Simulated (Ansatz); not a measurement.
# MoS₂: S vacancy

All numbers below come from DFT PBE, scalar-relativistic, plane waves, PAW in Ansatz 0.2.0. Settings: 420 eV cutoff, 2×2×2 k-mesh, Gaussian smearing of 0.01 eV, collinear spin in charge -1 alone.

Host crystal, relaxed:

```xyz
6
Lattice="3.1851 0.0000 0.0000 -1.5925 2.7584 0.0000 0.0000 0.0000 14.8080" Properties=species:S:1:pos:R:3 pbc="T T T"
Mo    1.5925    0.9195    3.7020
Mo    0.0000    1.8389   11.1060
S     1.5925    0.9195    9.5434
S     0.0000    1.8389    5.2645
S     1.5925    0.9195   12.6685
S     0.0000    1.8389    2.1395
```

Supercell of 72 atoms, rows in host cell vectors: -2 -4 0; 4 2 0; 0 0 1. Atoms relax at the host's cell from a start displaced at random by 0.06 Å near the defect, so other minima may exist. The cell is small, so energies carry finite-size errors of tenths of an eV. The host's Kohn–Sham gap is 1.45 eV. Atoms are taken from and returned to the elements' standard states. Charged cells are corrected for image charges with the computed static dielectric tensor (mean 9.7) and aligned with the host's potential at far atoms (alignment terms reach 0.03 eV; the program doubts the alignment in some charges, where it is up to 0.03 eV). No band-filling term is added, and the Fermi level counts from the host's valence band top.

Defect: S vacancy set at (0.667, 0.333, 0.644) of the host cell. Before relaxation its nearest neighbours are 3 Mo at 2.41 Å.

```tsv
charge	E_f at the valence band top (eV)	over the neutral state (eV)	moment (μB)	largest move (Å)	atoms near the site
0	2.68	0.00	0.00	0.09	1 Mo at 2.39 Å, 2 Mo at 2.40 Å
-1	3.78	1.11	0.62	0.10	1 Mo at 2.36 Å, 1 Mo at 2.42 Å, 1 Mo at 2.44 Å
```

Among the charges computed the stable one is 0 at the valence band top, changing to -1 at 1.11 eV. In charge -1 the cell has partly filled bands: a level of the defect may be part filled, the carrier may sit in the host's bands, or levels may cross between the k points, so transitions that involve it are doubtful. Fractional moments come from partly filled bands of the small cell.

Cost: 3 runs of about 2.9 core-hours in all, on Intel Xeon Platinum 8488C (Sapphire Rapids) (shared hosts).